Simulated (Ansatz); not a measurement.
Run on Ag (fcc type): DFT, PBE, PAW with Ansatz's default frozen-core files, scalar-relativistic (Ansatz 0.2.0). This run: cell relaxed at zero pressure.

The start is a guessed cell.

Command: `ansatz run input.yaml --threads 1 --pin off --max-ram 3584MiB --backend cpu --events-out ev --progress --plain --runs-dir out` It took 4.5 s on 1 thread of Intel(R) Xeon(R) Platinum 8488C (Sapphire Rapids), on a shared host, peak memory 0.37 GiB.

```yaml
crystal:
  lattice:
    - [0.0, 2.0734371548, 2.0734371548]
    - [2.0734371548, 0.0, 2.0734371548]
    - [2.0734371548, 2.0734371548, 0.0]
  atoms:
    - { symbol: Ag, position: [0.0, 0.0, 0.0] }
kpoints:
  mp_grid: { grid: [16, 16, 16] }
scf:
  occupations: { method: fermi_dirac, width: 0.08 }
hamiltonian:
  xc: pbe
  pseudopotentials: { kind: paw }
output:
  forces: true
  stress: true
relax:
  f_tol: 0.005
  max_steps: 40
  cell: {}
```

Output:

```
Engine: ansatz 0.2.0
Pseudopotentials: kind: paw
Pseudopotential: Ag, paw, valence charge 19, recommended cutoff 420 eV (normal), Ag.paw.azcp
Functional definition: PBE
  parameter kappa = 0.804
  parameter beta = 0.06672455060314922
  exchange = pbe_x(kappa = kappa, mu = beta*pi^2/3)
  correlation = pbe_c(beta = beta)
Crystal: 1 atoms, lattice volume = 17.828 Å³
Basis set: ecut = 420 eV, 339 PW (Γ), exchange–correlation on 40×40×40 points (8 copies of the dense FFT grid, shifted against one another)
Bands: 14, of which v1, the nominal top of the filled ones, is band 10 counted from 1 (9 counted from 0)
Symmetry: 48 space group operations
Space group: Fm-3m (ITA 225), of the structure as read, at distance tolerance 2.6e-5 Å
k-points: 145 of 4096
Non-local potential: Ag, projectors of the file, l = 0: 3, l = 1: 2, l = 2: 2, l = 3: 1
PAW form: soft (Blöchl's): semilocal exchange-correlation on the pseudo side does not see the compensation charge
PAW one-centre angular grid: Ag, 590 points (default); XC on 64 Gauss nodes
Initial density: superposition of atomic densities (neutral atoms: chi_scale 0, normalization atom), corrected by the library's trained network
Initial wavefunctions: pseudopotential atomic-orbital guess
Functional: x = pbe(κ = 0.804, μ = 0.2195149727645171), c = pbe(β = 0.06672455060314922)
SCF iter   1: F=—  HF=-7590.557464 eV  |F-HF|=—  |Δ(HF+E_count)|=         —  Δρ=7.68e-4  dr2=1.45e-5  ethr=1.77e-3  ⟨swp⟩=4.7  Hψ=10165  notcnv=0
preconditioner: auto → none  [metal: Δε(μ)=0.083 eV  Ē_g=15.829 eV  σ=0.080 eV  W_gap=0.24  n_scr=8 (ndim 8)  ℏωp=29.2 eV  f_vac=0.000  D(μ)=0.26/eV (n_scr^D=0)  sad-step TF]
SCF iter   2: F=—  HF=-7590.557657 eV  |F-HF|=—  |Δ(HF+E_count)|=   1.93e-4  Δρ=4.34e-4  dr2=5.31e-6  ethr=7.65e-8  ⟨swp⟩=2.2  Hψ=4624  notcnv=0
SCF iter   3: F=—  HF=-7590.557696 eV  |F-HF|=—  |Δ(HF+E_count)|=   3.90e-5  Δρ=9.08e-5  dr2=1.31e-6  ethr=2.79e-8  ⟨swp⟩=2.0  Hψ=2822  notcnv=0
iter 4 did not close the SCF: its close was put off for the readings that it lacked (scf_convergence_deferred on its scf_iter line)
SCF iter   4: F=-7590.557695 eV  HF=-7590.557695 eV  |F-HF|=3.57e-8  |Δ(HF+E_count)|=   3.52e-7  Δρ=2.18e-5  dr2=4.54e-8  ethr=6.90e-9  ⟨swp⟩=2.4  Hψ=2789  notcnv=0
iter 5 did not close the SCF: its close was put off for the readings that it lacked (scf_convergence_deferred on its scf_iter line)
SCF iter   5: F=-7590.557695 eV  HF=-7590.557695 eV  |F-HF|=1.52e-9  |Δ(HF+E_count)|=   4.39e-8  Δρ=3.32e-6  dr2=4.03e-10  ethr=2.39e-10  ⟨swp⟩=2.2  Hψ=2711  notcnv=0
SCF iter   6: F=-7590.557695 eV  HF=-7590.557695 eV  |F-HF|=5.37e-11  |Δ(HF+E_count)|=   1.60e-9  Δρ=6.61e-7  dr2=7.81e-11  ethr=2.12e-12  ⟨swp⟩=1.0  Hψ=5894  notcnv=0
SCF 1 converged in 6 iterations: F = -7590.557695 eV  dr2 = 7.81e-11
  greatest PAW one-centre occupation: 1.000 electrons in one spin orbital (limit 2), on the Ag atom at site 0 (counted from 0), in its partial waves of l = 0
relax step   1: F+E_penalty+E_count = -7590.55769520 eV  Δ(F+E_penalty+E_count) = +0.000e0 eV  max|allowed force component| = 0.000e0 eV/Å  Δτ_max = 0.0000 Å  P = +0.082 GPa  Ω = 17.828 Å³  (6 SCF iters, dr2 threshold 1.00e-7 eV, accepted)
Crystal: 1 atoms, lattice volume = 17.856 Å³
Initial density: handed on by an earlier stage of this run
Initial wavefunctions: those handed on with the density
iter 1 solved again at ethr=1.84e-8 eV; its pass at ethr=3.10e-3 eV (dr2=3.49e-6 eV) is discarded
SCF iter   1: F=—  HF=-7590.557687 eV  |F-HF|=—  |Δ(HF+E_count)|=         —  Δρ=1.51e-4  dr2=4.63e-6  ethr=1.84e-8  ⟨swp⟩=2.1  Hψ=12928  notcnv=0
preconditioner: auto → none  [metal: Δε(μ)=0.085 eV  Ē_g=15.816 eV  σ=0.080 eV  W_gap=0.25  n_scr=8 (ndim 8)  ℏωp=29.1 eV  f_vac=0.000  D(μ)=0.26/eV (n_scr^D=0)]
SCF iter   2: F=—  HF=-7590.557686 eV  |F-HF|=—  |Δ(HF+E_count)|=   4.34e-7  Δρ=9.12e-5  dr2=8.36e-7  ethr=1.84e-8  ⟨swp⟩=2.1  Hψ=2939  notcnv=0
SCF iter   3: F=—  HF=-7590.557686 eV  |F-HF|=—  |Δ(HF+E_count)|=   2.63e-7  Δρ=2.32e-5  dr2=5.09e-8  ethr=4.40e-9  ⟨swp⟩=2.3  Hψ=2986  notcnv=0
SCF iter   4: F=-7590.557686 eV  HF=-7590.557686 eV  |F-HF|=1.09e-10  |Δ(HF+E_count)|=   9.96e-9  Δρ=1.86e-6  dr2=2.03e-10  ethr=8.81e-11  ⟨swp⟩=3.6  Hψ=5589  notcnv=0
SCF 2 converged in 4 iterations: F = -7590.557686 eV  dr2 = 2.03e-10
relax step   2: F+E_penalty+E_count = -7590.55768590 eV  Δ(F+E_penalty+E_count) = +9.301e-6 eV  max|allowed force component| = 0.000e0 eV/Å  Δτ_max = 0.0000 Å  P = -0.060 GPa  Ω = 17.856 Å³  energy of the carried Pulay correction = -1.120e-5 eV  (4 SCF iters, dr2 threshold 1.67e-8 eV, accepted)
Crystal: 1 atoms, lattice volume = 17.844 Å³
iter 1 solved again at ethr=3.32e-9 eV; its pass at ethr=3.10e-3 eV (dr2=6.31e-7 eV) is discarded
SCF iter   1: F=—  HF=-7590.557692 eV  |F-HF|=—  |Δ(HF+E_count)|=         —  Δρ=6.42e-5  dr2=8.32e-7  ethr=3.32e-9  ⟨swp⟩=2.1  Hψ=12897  notcnv=0
preconditioner: auto → none  [metal: Δε(μ)=0.084 eV  Ē_g=15.820 eV  σ=0.080 eV  W_gap=0.25  n_scr=8 (ndim 8)  ℏωp=29.2 eV  f_vac=0.000  D(μ)=0.26/eV (n_scr^D=0)]
SCF iter   2: F=—  HF=-7590.557693 eV  |F-HF|=—  |Δ(HF+E_count)|=   4.12e-7  Δρ=3.84e-5  dr2=1.50e-7  ethr=3.32e-9  ⟨swp⟩=2.1  Hψ=2939  notcnv=0
SCF iter   3: F=-7590.557693 eV  HF=-7590.557693 eV  |F-HF|=2.48e-9  |Δ(HF+E_count)|=   4.80e-8  Δρ=9.43e-6  dr2=8.36e-9  ethr=4.69e-11  ⟨swp⟩=3.0  Hψ=7862  notcnv=0
SCF 3 converged in 3 iterations: F = -7590.557693 eV  dr2 = 8.36e-9
relax step   3: F+E_penalty+E_count = -7590.55769282 eV  Δ(F+E_penalty+E_count) = -6.928e-6 eV  max|allowed force component| = 0.000e0 eV/Å  Δτ_max = 0.0000 Å  P = -0.000 GPa  Ω = 17.844 Å³  energy of the carried Pulay correction = -6.471e-6 eV  (3 SCF iters, dr2 threshold 8.92e-9 eV, accepted)
Initial wavefunctions: pseudopotential atomic-orbital guess (no wavefunctions were taken with the density)
iter 1 solved again at ethr=2.53e-9 eV; its pass at ethr=3.10e-3 eV (dr2=4.81e-7 eV) is discarded
SCF iter   1: F=—  HF=-7590.557703 eV  |F-HF|=—  |Δ(HF+E_count)|=         —  Δρ=8.61e-6  dr2=7.39e-9  ethr=2.53e-9  ⟨swp⟩=3.1  Hψ=15921  notcnv=0
preconditioner: auto → none  [metal: Δε(μ)=0.084 eV  Ē_g=15.821 eV  σ=0.080 eV  W_gap=0.25  n_scr=8 (ndim 8)  ℏωp=29.2 eV  f_vac=0.000  D(μ)=0.26/eV (n_scr^D=0)]
SCF iter   2: F=—  HF=-7590.557704 eV  |F-HF|=—  |Δ(HF+E_count)|=   5.98e-7  Δρ=4.78e-6  dr2=1.46e-9  ethr=3.89e-11  ⟨swp⟩=1.4  Hψ=2356  notcnv=0
SCF iter   3: F=—  HF=-7590.557704 eV  |F-HF|=—  |Δ(HF+E_count)|=  5.62e-10  Δρ=2.11e-6  dr2=7.55e-10  ethr=7.68e-12  ⟨swp⟩=2.0  Hψ=3416  notcnv=0
SCF iter   4: F=-7590.557704 eV  HF=-7590.557704 eV  |F-HF|=6.37e-12  |Δ(HF+E_count)|=  1.89e-10  Δρ=2.57e-7  dr2=2.95e-12  ethr=1.00e-12  ⟨swp⟩=3.9  Hψ=8442  notcnv=0
SCF 4 converged in 4 iterations: F = -7590.557704 eV  dr2 = 2.95e-12
relax step   4: F+E_penalty+E_count = -7590.55770378 eV  Δ(F+E_penalty+E_count) = -1.096e-5 eV  max|allowed force component| = 0.000e0 eV/Å  Δτ_max = 0.0000 Å  P = -0.001 GPa  Ω = 17.844 Å³  stress off target by 6.95e-4 GPa  SCF on the basis re-selected at this cell (its energy is not comparable with the rows above)  (4 SCF iters)
basis re-selected at this cell: Δ(F+E_penalty+E_count) = -1.096e-5 eV, ΔP = -0.000 GPa vs the last step (what re-selecting the basis moved, of the pressure what is left beyond the Pulay correction that the steps carried, after the strain that the cell walked since its last selection, with what the two solves' SCF thresholds leave and, on support functions, any second-order correction that the steps lacked; it is no measure of the basis error at this ecutwfc). This SCF's stress stands 6.95e-4 GPa from its target on what of the cell is left free (relax.cell.stress_tol is 5.00e-2 GPa) and its largest allowed force component is 0.00e0 eV/Å (relax.f_tol is 5.00e-3 eV/Å): within both
SCF converged after 4 iterations
Free energy (F): -7590.557704 eV
Harris-Foulkes:  -7590.557704 eV  (|F-HF|=6.37e-12)
Internal energy: -7590.552192 eV  (E = F + TS)
E sigma→0 (E₀):  -7590.554948 eV
Entropy (-TS):   -0.005511 eV (-5.511 meV/atom)
Fermi energy:    16.324175 eV
--- Per-component energies (eV) ---
  E_band       = -250.770603
  E_kinetic    = 526.980180
  E_local      = -2264.522012  (includes V_loc(G=0)·N_el)
  E_nonlocal   = 80.047366
  E_hartree    = 1026.475828
  E_xc         = -184.721655
  E_vxc        = -234.695129  (∫ρ·V_xc dr)
  E_paw        = -3902.022781  (= ΣΔE_a)
  E_vpaw       = -411.532931  (= ΣTr[D̂ρ^β])
  E_aug_tail   = 0.000328  (compensation charges beyond the density's cutoff)
  E_ewald      = -2872.789447
  E_smearing   = -0.005511  (= −TS)
  E_closure    = 0.000000  (closes the sum)
  Σ components = -7590.557704   (vs F -7590.557704, Δ=0.00e0)
--- Forces (eV/Å), atoms counted from 1 ---
  atom   1  Ag    -0.00000000     0.00000000    -0.00000000
  max |Σ_I F_I| component: 1.97e-31 eV/Å
--- Stress (GPa, compression-positive) ---
       -0.000695       0.000000       0.000000
        0.000000      -0.000695       0.000000
        0.000000       0.000000      -0.000695
  P = ⅓ Tr σ = -0.0007 GPa (-0.007 kbar)
--- Relaxed structure (3 steps of the walk, 3 accepted, 1 SCFs on fresh bases) ---
  F+E_penalty+E_count = -7590.55770378 eV   max|allowed force component| = 0.000e0 eV/Å   (the final SCF, on the basis selected at the relaxed cell)
  cell:  # Å, volume = 17.8441 Å³
    - [-3.3836454905947274e-35, 2.0740608266734264, 2.0740608266734264]
    - [2.0740608266734264, -3.7170340904033256e-35, 2.0740608266734264]
    - [2.0740608266734264, 2.0740608266734264, -3.279150556326361e-35]
  atoms:
    - { symbol: Ag, position: [0.0, 0.0, 0.0] }
```

Next run (fcc relaxed under pressure), as changes to the input before:

```diff
   lattice:
-    - [0.0, 2.0734371548, 2.0734371548]
-    - [2.0734371548, 0.0, 2.0734371548]
-    - [2.0734371548, 2.0734371548, 0.0]
+    - [0.0, 1.8274276406, 1.8274276406]
+    - [1.8274276406, 0.0, 1.8274276406]
+    - [1.8274276406, 1.8274276406, 0.0]
   atoms:
 kpoints:
-  mp_grid: { grid: [16, 16, 16] }
+  mp_grid: { grid: [18, 18, 18] }
 scf:
   stress: true
+  eigenvalues: true
+  write_density: true
+  write_potential: true
+  elf: true
+  volumetric_format: npy
 relax:
   max_steps: 40
-  cell: {}
+  cell: { p_target: 100.0, stress_tol: 0.05 }
```

Results part of the output:

```
basis re-selected at this cell: Δ(F+E_penalty+E_count) = -3.233e-5 eV, ΔP = -0.003 GPa vs the last step (what re-selecting the basis moved, of the pressure what is left beyond the Pulay correction that the steps carried, after the strain that the cell walked since its last selection, with what the two solves' SCF thresholds leave and, on support functions, any second-order correction that the steps lacked; it is no measure of the basis error at this ecutwfc). This SCF's stress stands 1.30e-2 GPa from its target on what of the cell is left free (relax.cell.stress_tol is 5.00e-2 GPa) and its largest allowed force component is 0.00e0 eV/Å (relax.f_tol is 5.00e-3 eV/Å): within both
SCF converged after 4 iterations
Free energy (F): -7589.395618 eV
Harris-Foulkes:  -7589.395618 eV  (|F-HF|=3.64e-12)
Internal energy: -7589.390559 eV  (E = F + TS)
E sigma→0 (E₀):  -7589.393088 eV
Entropy (-TS):   -0.005059 eV (-5.059 meV/atom)
Fermi energy:    26.557806 eV
--- Per-component energies (eV) ---
  E_band       = -85.986801
  E_kinetic    = 535.724654
  E_local      = -1664.304417  (includes V_loc(G=0)·N_el)
  E_nonlocal   = 79.257752
  E_hartree    = 807.106794
  E_xc         = -188.584296
  E_vxc        = -240.055726  (∫ρ·V_xc dr)
  E_paw        = -3901.774489  (= ΣΔE_a)
  E_vpaw       = -410.823093  (= ΣTr[D̂ρ^β])
  E_aug_tail   = 0.000325  (compensation charges beyond the density's cutoff)
  E_ewald      = -3256.816882
  E_smearing   = -0.005059  (= −TS)
  E_closure    = 0.000000  (closes the sum)
  Σ components = -7589.395618   (vs F -7589.395618, Δ=0.00e0)
--- Forces (eV/Å), atoms counted from 1 ---
  atom   1  Ag    -0.00000000     0.00000000     0.00000000
  max |Σ_I F_I| component: 4.27e-31 eV/Å
--- Stress (GPa, compression-positive) ---
       99.987035      -0.000000      -0.000000
       -0.000000      99.987035      -0.000000
       -0.000000      -0.000000      99.987035
  P = ⅓ Tr σ = 99.9870 GPa (999.870 kbar)
--- Band table (eV; the first three rows and the last of 195) ---
  k-point 0: bands = ["-66.6903", "-29.8839", "-29.8839", "-29.8839", "15.8224", "20.0073", "20.0073", "20.0073", "21.8517", "21.8517", "42.3857", "47.8717", "47.8717", "47.8717"]
  k-point 1: bands = ["-66.6878", "-29.9016", "-29.8864", "-29.8864", "15.9514", "19.9625", "20.0530", "20.0530", "21.8296", "21.8296", "42.5308", "47.0984", "48.0304", "48.0304"]
  k-point 2: bands = ["-66.6806", "-29.9524", "-29.8935", "-29.8935", "16.3201", "19.8553", "20.1720", "20.1720", "21.7838", "21.7838", "42.8848", "45.4780", "48.4876", "48.4876"]
  k-point 194: bands = ["-66.5796", "-30.2905", "-30.2336", "-30.1016", "18.2853", "19.0391", "19.9193", "21.8263", "23.6400", "33.1042", "34.7906", "35.9677", "36.8434", "51.1996"]
--- Relaxed structure (3 steps of the walk, 2 accepted, 1 SCFs on fresh bases) ---
  F+E_penalty+E_count = -7589.39561789 eV   max|allowed force component| = 0.000e0 eV/Å   (the final SCF, on the basis selected at the relaxed cell)
  cell:  # Å, volume = 12.2469 Å³
    - [-1.3375351586350922e-34, 1.8294980256781894, 1.8294980256781894]
    - [1.8294980256781894, -2.6113781668589895e-34, 1.8294980256781894]
    - [1.8294980256781894, 1.8294980256781894, -2.547686016447795e-35]
  atoms:
    - { symbol: Ag, position: [0.0, 0.0, 0.0] }
```

Next run (bcc relaxed under pressure), as changes to the input before:

```diff
   lattice:
-    - [0.0, 1.8274276406, 1.8274276406]
-    - [1.8274276406, 0.0, 1.8274276406]
-    - [1.8274276406, 1.8274276406, 0.0]
+    - [-1.4504302796, 1.4504302796, 1.4504302796]
+    - [1.4504302796, -1.4504302796, 1.4504302796]
+    - [1.4504302796, 1.4504302796, -1.4504302796]
   atoms:
 kpoints:
-  mp_grid: { grid: [18, 18, 18] }
+  mp_grid: { grid: [19, 19, 19] }
 scf:
```

Command: `ansatz run input.yaml --threads 1 --pin off --max-ram 3584MiB --backend cpu --events-out ev --progress --plain --runs-dir out` It took 11 s on 1 thread of Intel(R) Xeon(R) Platinum 8488C (Sapphire Rapids) (shared host), peak memory 0.36 GiB.

Results part of the output:

```
basis re-selected at this cell: Δ(F+E_penalty+E_count) = -6.869e-5 eV, ΔP = -0.005 GPa vs the last step (what re-selecting the basis moved, of the pressure what is left beyond the Pulay correction that the steps carried, after the strain that the cell walked since its last selection, with what the two solves' SCF thresholds leave and, on support functions, any second-order correction that the steps lacked; it is no measure of the basis error at this ecutwfc). This SCF's stress stands 3.86e-2 GPa from its target on what of the cell is left free (relax.cell.stress_tol is 5.00e-2 GPa) and its largest allowed force component is 0.00e0 eV/Å (relax.f_tol is 5.00e-3 eV/Å): within both
SCF converged after 5 iterations
Free energy (F): -7589.353974 eV
Harris-Foulkes:  -7589.353974 eV  (|F-HF|=1.82e-12)
Internal energy: -7589.349971 eV  (E = F + TS)
E sigma→0 (E₀):  -7589.351972 eV
Entropy (-TS):   -0.004004 eV (-4.004 meV/atom)
Fermi energy:    26.492461 eV
--- Per-component energies (eV) ---
  E_band       = -87.390570
  E_kinetic    = 535.763957
  E_local      = -1668.375445  (includes V_loc(G=0)·N_el)
  E_nonlocal   = 79.320097
  E_hartree    = 808.439237
  E_xc         = -188.553140
  E_vxc        = -240.011900  (∫ρ·V_xc dr)
  E_paw        = -3901.856889  (= ΣΔE_a)
  E_vpaw       = -410.966012  (= ΣTr[D̂ρ^β])
  E_aug_tail   = 0.000303  (compensation charges beyond the density's cutoff)
  E_ewald      = -3254.088089
  E_smearing   = -0.004004  (= −TS)
  E_closure    = 0.000000  (closes the sum)
  Σ components = -7589.353974   (vs F -7589.353974, Δ=0.00e0)
--- Forces (eV/Å), atoms counted from 1 ---
  atom   1  Ag     0.00000000     0.00000000     0.00000000
  max |Σ_I F_I| component: 6.57e-32 eV/Å
--- Stress (GPa, compression-positive) ---
       99.961438       0.000000       0.000000
        0.000000      99.961438       0.000000
       -0.000000      -0.000000      99.961438
  P = ⅓ Tr σ = 99.9614 GPa (999.614 kbar)
--- Band table (eV; the first three rows and the last of 220) ---
  k-point 0: bands = ["-66.7697", "-29.9574", "-29.9574", "-29.9574", "15.7681", "19.7701", "19.7701", "19.7701", "22.0324", "22.0324", "44.7241", "44.7241", "44.7241", "54.8163"]
  k-point 1: bands = ["-66.7673", "-29.9735", "-29.9628", "-29.9573", "15.8904", "19.7282", "19.7731", "19.8586", "21.9819", "22.0355", "44.6950", "44.7549", "44.8751", "53.7041"]
  k-point 2: bands = ["-66.7603", "-30.0198", "-29.9786", "-29.9572", "16.2422", "19.6087", "19.7817", "20.1195", "21.8575", "22.0458", "44.5008", "44.7717", "45.3177", "52.2488"]
  k-point 219: bands = ["-66.6133", "-30.3786", "-30.3762", "-30.3762", "17.1617", "17.1756", "23.3626", "23.3626", "23.4072", "33.9697", "34.4373", "34.4373", "43.3611", "43.4514"]
--- Relaxed structure (3 steps of the walk, 2 accepted, 1 SCFs on fresh bases) ---
  F+E_penalty+E_count = -7589.35397441 eV   max|allowed force component| = 0.000e0 eV/Å   (the final SCF, on the basis selected at the relaxed cell)
  cell:  # Å, volume = 12.2800 Å³
    - [-1.4533814764186048, 1.4533814764186048, 1.4533814764186048]
    - [1.4533814764186048, -1.4533814764186048, 1.4533814764186048]
    - [1.4533814764186048, 1.4533814764186048, -1.4533814764186048]
  atoms:
    - { symbol: Ag, position: [0.0, 0.0, 0.0] }
```

Next run (hcp relaxed under pressure), as changes to the input before:

```diff
   lattice:
-    - [-1.4504302796, 1.4504302796, 1.4504302796]
-    - [1.4504302796, -1.4504302796, 1.4504302796]
-    - [1.4504302796, 1.4504302796, -1.4504302796]
+    - [2.591263859, 0.0, 0.0]
+    - [-1.2956319295, 2.2441003298, 0.0]
+    - [0.0, 0.0, 4.1978474516]
   atoms:
-    - { symbol: Ag, position: [0.0, 0.0, 0.0] }
+    - { symbol: Ag, position: [0.3333333333, 0.6666666667, 0.25] }
+    - { symbol: Ag, position: [0.6666666667, 0.3333333333, 0.75] }
 kpoints:
-  mp_grid: { grid: [19, 19, 19] }
+  mp_grid: { grid: [17, 17, 9] }
 scf:
```

Results part of the output:

```
basis re-selected at this cell: Δ(F+E_penalty+E_count) = -5.842e-5 eV, ΔP = -0.003 GPa vs the last step (what re-selecting the basis moved, of the pressure what is left beyond the Pulay correction that the steps carried, after the strain that the cell walked since its last selection, with what the two solves' SCF thresholds leave and, on support functions, any second-order correction that the steps lacked; it is no measure of the basis error at this ecutwfc). This SCF's stress stands 6.20e-3 GPa from its target on what of the cell is left free (relax.cell.stress_tol is 5.00e-2 GPa) and its largest allowed force component is 3.93e-17 eV/Å (relax.f_tol is 5.00e-3 eV/Å): within both
SCF converged after 9 iterations
Free energy (F): -15178.773066 eV
Harris-Foulkes:  -15178.773066 eV  (|F-HF|=1.82e-12)
Internal energy: -15178.765438 eV  (E = F + TS)
E sigma→0 (E₀):  -15178.769252 eV
Entropy (-TS):   -0.007628 eV (-3.814 meV/atom)
Fermi energy:    26.609596 eV
--- Per-component energies (eV) ---
  E_band       = -171.826768
  E_kinetic    = 1071.438077
  E_local      = -3328.190643  (includes V_loc(G=0)·N_el)
  E_nonlocal   = 158.476551
  E_hartree    = 1614.072272
  E_xc         = -377.174146
  E_vxc        = -480.119808  (∫ρ·V_xc dr)
  E_paw        = -7803.507401  (= ΣΔE_a)
  E_vpaw       = -821.576143  (= ΣTr[D̂ρ^β])
  E_aug_tail   = 0.000654  (compensation charges beyond the density's cutoff)
  E_ewald      = -6513.880801
  E_smearing   = -0.007628  (= −TS)
  E_closure    = 0.000000  (closes the sum)
  Σ components = -15178.773066   (vs F -15178.773066, Δ=0.00e0)
--- Forces (eV/Å), atoms counted from 1 ---
  atom   1  Ag     0.00000000     0.00000000     0.00000000
  atom   2  Ag    -0.00000000    -0.00000000     0.00000000
  max |Σ_I F_I| component: 9.25e-18 eV/Å
--- Stress (GPa, compression-positive) ---
       99.993799      -0.000000       0.000000
       -0.000000      99.993799       0.000000
        0.000000       0.000000      99.994827
  P = ⅓ Tr σ = 99.9941 GPa (999.941 kbar)
--- Band table (eV; the first three rows and the last of 165) ---
  k-point 0: bands = ["-66.6880", "-66.6072", "-30.4451", "-29.9580", "-29.9580", "-29.8826", "-29.8802", "-29.8802", "15.8271", "17.3386", "19.9399", "20.1284", "20.1284", "20.5595", "20.5595", "21.2344", "21.2344", "22.9804", "22.9804", "24.9330", "32.1714", "42.3484", "44.4128"]
  k-point 1: bands = ["-66.6856", "-66.6096", "-30.4285", "-29.9557", "-29.9557", "-29.8999", "-29.8825", "-29.8825", "15.9546", "17.3743", "19.9029", "20.0873", "20.0873", "20.5140", "20.5140", "21.3453", "21.3453", "22.9674", "22.9674", "24.3600", "32.9092", "42.1047", "44.6943"]
  k-point 2: bands = ["-66.6786", "-66.6167", "-30.3807", "-29.9499", "-29.9490", "-29.9490", "-29.8893", "-29.8893", "16.3189", "17.4692", "19.8152", "20.0160", "20.0160", "20.3954", "20.3954", "21.6169", "21.6169", "22.9139", "22.9139", "23.1050", "34.6544", "41.6900", "44.1809"]
  k-point 164: bands = ["-66.5841", "-66.5832", "-30.3439", "-30.3394", "-30.2359", "-30.2092", "-29.9982", "-29.9930", "18.4743", "18.5624", "19.0722", "19.2532", "20.1259", "20.2044", "21.1920", "21.3588", "23.0295", "23.0986", "31.2972", "31.3136", "33.5723", "34.1355", "34.9543"]
--- Relaxed structure (4 steps of the walk, 4 accepted, 1 SCFs on fresh bases) ---
  F+E_penalty+E_count = -15178.77306582 eV   max|allowed force component| = 3.932e-17 eV/Å   (the final SCF, on the basis selected at the relaxed cell)
  cell:  # Å, volume = 24.4878 Å³
    - [2.5810831443198934, 0.0, 0.0]
    - [-1.2905415721599467, 2.2352835722608444, 0.0]
    - [0.0, 0.0, 4.244390631230157]
  atoms:
    - { symbol: Ag, position: [0.33333333333333326, 0.6666666666666665, 0.24999999999999994] }
    - { symbol: Ag, position: [0.6666666666666666, 0.33333333333333326, 0.7499999999999998] }
```
